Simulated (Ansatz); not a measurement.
input.yaml (Ansatz)

```yaml
crystal:
  lattice:
    - [0.0, 2.3523184792, 2.3523184792]
    - [2.3523184792, 0.0, 2.3523184792]
    - [2.3523184792, 2.3523184792, 0.0]
  atoms:
    - { symbol: Zr, position: [0.0, 0.0, 0.0], spin: 1.0 }
hamiltonian:
  xc: mr2scan
  pseudopotentials:
    kind: paw
    azcp:
      Zr: "pseudopotentials/Zr.paw.azcp"
basis:
  ecutwfc: 500
  fft_grid_basis: typed
kpoints:
  mp_grid: { grid: [20, 20, 20], shift: [0, 0, 0] }
magnetization:
  spin_polarized: true
scf:
  occupations: { method: fermi_dirac, width: 0.05 }
output:
  stress: true
```

Output

```
Engine: ansatz 0.2.0, aarch64-unknown-linux-gnu
Pseudopotentials: kind: paw
Pseudopotential: Zr, paw, valence charge 12, recommended cutoff 500 eV (meta_gga) 
Functional definition: m-r2SCAN
  exchange = m_r2scan_x
  correlation = m_r2scan_c
Crystal: 1 atoms, lattice volume = 26.033 Å³
Basis set: ecut = 500 eV, 645 PW (Γ), exchange–correlation on 100×100×100 points (64 copies of the dense FFT grid, shifted against one another)
Bands: 11, of which v1, the nominal top of the filled ones, is band 6 counted from 1 (5 counted from 0)
Symmetry: 48 space group operations
Space group: Fm-3m (ITA 225), of the structure as read, at distance tolerance 3.0e-5 Å
Magnetic group: BNS 225.116 (UNI 1618), of the structure as read, at distance tolerance 3.0e-5 Å
k-points: 256 of 8000
Non-local potential: Zr, projectors of the file, l = 0: 3, l = 1: 2, l = 2: 2, l = 3: 2
PAW form: soft (Blöchl's): semilocal exchange-correlation on the pseudo side does not see the compensation charge
PAW frozen core: Zr, regenerated for the run's functional (the file was generated under x = pbe(κ = 0.804, μ = 0.2195149727645171), c = pbe(β = 0.06672455060314922))
PAW one-centre angular grid: Zr, 590 points (default); XC on 160 Gauss nodes
Initial density: superposition of atomic densities (chi_scale 0.1, normalization cell)
Starting moments: Σ|m| = 1 μB on 1 of 1 site
Initial wavefunctions: pseudopotential atomic-orbital guess
Functional: x = mr2scan, c = mr2scan; τ floored in thin density (d = 2e-4 eV/Å³)
iter 1 solved again at ethr=2.66e-3 eV; its pass at ethr=3.10e-3 eV (dr2=3.20e-1 eV) is discarded
SCF iter   1: F=—  HF=-4194.847282 eV  |F-HF|=—  |Δ(HF+E_count)|=         —  Δρ=2.63e-2 (↑2.63e-2 ↓8.98e-3)  dr2=3.32e-1  dr2_τ=4.98e-3  dr2_m=3.72e-2  M=0.713 μB ∫|m|=0.713 μB  β_m=1.00  ethr=2.66e-3  ⟨swp⟩=2.1  Hψ=42103  notcnv=0
Mixer restart at iter 1: flushing history
SCF iter   2: F=—  HF=-4194.855462 eV  |F-HF|=—  |Δ(HF+E_count)|=   8.18e-3  Δρ=1.31e-2 (↑1.31e-2 ↓1.03e-2)  dr2=1.91e-1  dr2_τ=6.99e-4  dr2_m=7.72e-4  M=0.671 μB ∫|m|=0.671 μB  β_m=0.47  ethr=2.66e-3  ⟨swp⟩=2.0  Hψ=8850  notcnv=0  κ⁻¹=1.0e0(r=1)
SCF iter   3: F=—  HF=-4194.882832 eV  |F-HF|=—  |Δ(HF+E_count)|=         —  Δρ=8.70e-3 (↑3.92e-3 ↓8.70e-3)  dr2=2.70e-2  dr2_τ=8.38e-4  dr2_m=5.08e-3  M=0.383 μB ∫|m|=0.384 μB  β_m=1.00  ethr=1.60e-3  ⟨swp⟩=2.8  Hψ=10408  notcnv=0  defer=4
Mixer restart at iter 3: flushing history
SCF iter   4: F=—  HF=-4194.898463 eV  |F-HF|=—  |Δ(HF+E_count)|=   1.56e-2  Δρ=4.61e-3 (↑3.65e-3 ↓4.61e-3)  dr2=9.53e-3  dr2_τ=2.45e-4  dr2_m=1.47e-3  M=0.267 μB ∫|m|=0.267 μB  β_m=0.74  ethr=2.25e-4  ⟨swp⟩=2.4  Hψ=9763  notcnv=0  defer=4  κ⁻¹=1.0e0(r=1)
SCF iter   5: F=—  HF=-4194.900976 eV  |F-HF|=—  |Δ(HF+E_count)|=   2.51e-3  Δρ=2.76e-3 (↑2.51e-3 ↓2.76e-3)  dr2=1.39e-3  dr2_τ=7.49e-5  dr2_m=1.01e-3  M=0.116 μB ∫|m|=0.116 μB  β_m=0.46  ethr=7.94e-5  ⟨swp⟩=2.1  Hψ=9928  notcnv=0  defer=4  κ⁻¹=5.2e-2(r=2)
SCF iter   6: F=—  HF=-4194.898336 eV  |F-HF|=—  |Δ(HF+E_count)|=   2.64e-3  Δρ=7.63e-4 (↑7.44e-4 ↓7.63e-4)  dr2=1.42e-4  dr2_τ=8.49e-6  dr2_m=6.65e-5  M=0.039 μB ∫|m|=0.039 μB  β_m=1.00  ethr=1.16e-5  ⟨swp⟩=2.5  Hψ=8785  notcnv=0  defer=4  κ⁻¹=1.1e-2(r=3)
SCF iter   7: F=—  HF=-4194.897885 eV  |F-HF|=—  |Δ(HF+E_count)|=   4.52e-4  Δρ=5.21e-4 (↑4.09e-4 ↓5.21e-4)  dr2=3.58e-5  dr2_τ=2.79e-6  dr2_m=3.43e-5  M=0.015 μB ∫|m|=0.016 μB  β_m=0.37  ethr=1.18e-6  ⟨swp⟩=2.4  Hψ=8230  notcnv=0  defer=4  κ⁻¹=5.4e-3(r=4)
SCF iter   8: F=—  HF=-4194.897400 eV  |F-HF|=—  |Δ(HF+E_count)|=   4.85e-4  Δρ=1.26e-4 (↑9.77e-5 ↓1.26e-4)  dr2=2.16e-6  dr2_τ=1.54e-7  dr2_m=1.56e-6  M=0.002 μB ∫|m|=0.002 μB  β_m=1.00  ethr=2.99e-7  ⟨swp⟩=2.0  Hψ=8422  notcnv=0  defer=6  κ⁻¹=1.4e-4(r=5)
SCF iter   9: F=—  HF=-4194.897358 eV  |F-HF|=—  |Δ(HF+E_count)|=   4.16e-5  Δρ=5.15e-5 (↑4.57e-5 ↓5.15e-5)  dr2=3.55e-7  dr2_τ=3.80e-8  dr2_m=3.09e-7  M=0.001 μB ∫|m|=0.001 μB  β_m=0.66  ethr=1.80e-8  ⟨swp⟩=2.1  Hψ=8546  notcnv=0  defer=6  κ⁻¹=3.9e-5(r=6)
SCF iter  10: F=—  HF=-4194.897350 eV  |F-HF|=—  |Δ(HF+E_count)|=   7.79e-6  Δρ=1.24e-5 (↑1.24e-5 ↓1.21e-5)  dr2=1.89e-8  dr2_τ=2.20e-9  dr2_m=2.16e-8  M=0.000 μB ∫|m|=0.000 μB  β_m=1.00  ethr=2.96e-9  ⟨swp⟩=2.2  Hψ=8401  notcnv=0  defer=6  κ⁻¹=2.6e-6(r=7)
SCF iter  11: F=—  HF=-4194.897350 eV  |F-HF|=—  |Δ(HF+E_count)|=   1.06e-7  Δρ=2.17e-6 (↑1.93e-6 ↓2.17e-6)  dr2=1.31e-9  dr2_τ=7.13e-11  dr2_m=1.65e-10  M=0.000 μB ∫|m|=0.000 μB  β_m=0.30  ethr=1.58e-10  ⟨swp⟩=2.1  Hψ=8685  notcnv=0  defer=6  κ⁻¹=2.1e-7(r=8)
SCF iter  12: F=—  HF=-4194.897350 eV  |F-HF|=—  |Δ(HF+E_count)|=  7.28e-11  Δρ=1.25e-6 (↑1.20e-6 ↓1.25e-6)  dr2=4.11e-10  dr2_τ=1.70e-11  dr2_m=1.06e-10  M=0.000 μB ∫|m|=0.000 μB  β_m=0.30  ethr=1.09e-11  ⟨swp⟩=2.3  Hψ=7545  notcnv=0  defer=6  κ⁻¹=2.2e-8(r=8)
SCF iter  13: F=—  HF=-4194.897350 eV  |F-HF|=—  |Δ(HF+E_count)|=   2.82e-9  Δρ=3.94e-7 (↑2.79e-7 ↓3.94e-7)  dr2=1.68e-11  dr2_τ=1.62e-12  dr2_m=1.85e-11  M=-0.000 μB ∫|m|=0.000 μB  β_m=1.00  ethr=3.43e-12  ⟨swp⟩=1.0  Hψ=16375  notcnv=0  κ⁻¹=2.9e-9(r=8)
SCF iter  14: F=-4194.897350 eV  HF=-4194.897350 eV  |F-HF|=0.00e0  |Δ(HF+E_count)|=  4.18e-11  Δρ=9.53e-8 (↑7.61e-8 ↓9.53e-8)  dr2=2.22e-12  dr2_τ=9.50e-14  dr2_m=4.79e-13  M=-0.000 μB ∫|m|=0.000 μB  ethr=1.00e-12  ⟨swp⟩=2.0  Hψ=10496  notcnv=0
SCF 1 converged in 14 iterations: F = -4194.897350 eV  dr2 = 2.22e-12
WARN: the starting moments were not kept: the SCF closed with an absolute magnetisation of 5.2e-6 μB, where they sum to 1 μB in size (1 site). That is at most 0.1 of that sum. Measured as dr2_m measures the in/out step, that magnetisation stands 2.8e-12 eV from none, at or under the dr2_threshold of 1.0e-7 eV: it is no larger than a step whose dr2_m would equal this threshold. The system may hold no moment; this SCF shows only that its start led to no more than that. To try another start: raise the starting moments (crystal.atoms[].spin, magnetization.per_species, magnetization.initial_magnetization, or on a non-collinear deck that types none of these the spinor_matrix: blocks that start its atoms; where the total moment is fixed, keep their sum and leave initial_magnetization as it is; typed ones take the place of any that the run laid by itself, positive ones on a crystal's lanthanoids without a Hubbard term where scf.initial_density.shell_occupations: [] is typed) or, if the notice of its spin-set hold's release reads "site moments contracting" or "site moments show no strong build", lengthen the hold (scf.mixing.spin_hold: { on: { confirm: 4 } }; for m-r²SCAN on two components see the key's manual first). Each may lead to a state that holds a moment. A second SCF, from the converged charge density, with the starting moments and any scf.initial_density.shell_occupations laid on it anew, would have followed, and was not run: the deck does not ask for one (magnetization.retry_lost_moments is false, the default). To let it run, set magnetization.retry_lost_moments: true and run the deck again, where that key's refused combinations let it; where memory then withholds it, that run's warning says so.
this state was not tested for a lower state beside it, because the mixer in use, unlike msr1, does not test its closes by its own steps (another_mixer; see scf.mixing.algorithm and scf.lower_state_search)
SCF converged after 14 iterations
Magnetization: -0.0000 μB (6.0000 up, 6.0000 down)
Absolute magnetization: 0.0000 μB (∫|ρ↑−ρ↓|, with the PAW one-centre terms)
Spin contamination: 0.0000 ħ² per cell (⟨S²⟩ above its minimum at these occupations)
Per-site moments (μB) at R_I (Å): [(-3.298409012917287e-6, 1.3722557872260162)]
Free energy (F): -4194.897350 eV
Harris-Foulkes:  -4194.897350 eV  (|F-HF|=0.00e0)
Internal energy: -4194.884003 eV  (E = F + TS)
E sigma→0 (E₀):  -4194.890677 eV
Entropy (-TS):   -0.013347 eV (-13.347 meV/atom)
Fermi energy:    12.169849 eV
--- Per-component energies (eV) ---
  E_band       = -128.554270
  E_kinetic    = 328.756802
  E_local      = -675.948952  (includes V_loc(G=0)·N_el)
  E_nonlocal   = 79.631936
  E_hartree    = 208.028193
  E_xc         = -153.996269
  E_vxc        = -208.605963  (∫ρ·V_xc dr)
  E_paw        = -2970.811646  (= ΣΔE_a)
  E_vpaw       = -80.775666  (= ΣTr[D̂ρ^β])
  E_aug_tail   = 0.000012  (compensation charges beyond the density's cutoff)
  E_vtau       = 12.331147  (kinetic-family band-sum trace: ∫τ·v_τ [+ j·A + Jᵃ·Aᵃ] dr)
  E_ewald      = -1010.379336
  E_core_change = -0.164742  (= ΣΔE_core)
  E_smearing   = -0.013347  (= −TS)
  E_closure    = 0.000000  (closes the sum)
  Σ components = -4194.897350   (vs F -4194.897350, Δ=0.00e0)
--- Stress (GPa, compression-positive) ---
       -8.278212       0.000000       0.000000
       -0.000000      -8.278212      -0.000000
        0.000000      -0.000000      -8.278212
  P = ⅓ Tr σ = -8.2782 GPa (-82.782 kbar)
```
